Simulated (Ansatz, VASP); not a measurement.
# One calculation of Ru, two programs

```xyz
2
Lattice="2.7058 0.0000 0.0000 -1.3529 2.3433 0.0000 0.0000 0.0000 4.2819" Properties=species:S:1:pos:R:3 pbc="T T T"
Ru    0.0000    1.5622    1.0705
Ru    1.3529    0.7811    3.2114
```

Alike in both runs: task single point; functional RPBE; k mesh 10 × 10 × 6; no spin polarisation.

|  | VASP | Ansatz |
| --- | --- | --- |
| version | VASP 6.6.1 | Ansatz 0.2.0 |
| potentials or method | VASP PAW PBE potentials, release 64 (Ru_pv) | plane waves, PAW |
| plane-wave cutoff (eV) | 520 | 420 |
| occupations | methfessel-paxton of order 1, width 0.02 eV | cold, width 0.02 eV |
| valence electrons in the cell | 28 | 32 |

Ansatz gave:

* pressure (GPa): 9.1
* largest component of the traceless stress (GPa): 3.28

Which values does VASP return?

Pressure (GPa): 8.9; largest component of the traceless stress (GPa): 3.32.

The two sets of potentials don't hold the same shells in valence. Ansatz warned: «structure_snapped_to_symmetry».

Caveats: the PAW data sets were made with another functional, which shifts forces and pressure a little (VASP).
